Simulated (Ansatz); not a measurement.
A 3-atom cell of Li2S started from a crystallographic database (r2SCAN geometry), in Ansatz:

```xyz
3
Lattice="0.0000 2.8453 2.8453 2.8453 0.0000 2.8453 2.8453 2.8453 0.0000" Properties=species:S:1:pos:R:3 pbc="T T T"
Li    1.4226    1.4226    1.4226
Li    4.2679    4.2679    4.2679
S     0.0000    0.0000    0.0000
```

G0W0@PBE with 252 empty bands, a screening cutoff of 180 eV and a 6×6×6 mesh (PAW, contour deformation) gives 5.047 eV over the mesh points, from a PBE gap of 3.388 eV; it sums over 258 bands with 259 plane waves in the screening and a wave cutoff of 420 eV. No extrapolation in bands, cutoff or mesh was made for G0W0. Spin-unpolarised throughout; all numbers are computed.

Problem. Another run gave a Kohn-Sham gap of 3.388 eV and a G0W0 gap of 4.882 eV, summing over 110 bands with 113 plane waves in the screening and a wave cutoff of 420 eV. What was changed?

Solution. Empty bands 104, screening cutoff 100 eV. The counts of bands and plane waves show it.

Problem. Another run gave a Kohn-Sham gap of 3.392 eV and a G0W0 gap of 5.043 eV, summing over 258 bands with 259 plane waves in the screening and a wave cutoff of 1034 eV. What was changed?

Solution. Potentials of the kind norm-conserving. The wave cutoff gives it away.

Problem. Estimate the gap with empty bands 490, screening cutoff 260 eV.

Solution. 5.108 eV (+0.061 eV), from a Kohn-Sham gap of 3.388 eV.

Problem. Estimate the gap with starting point PBE0.

Solution. 5.728 eV (+0.681 eV), from a Kohn-Sham gap of 5.026 eV.
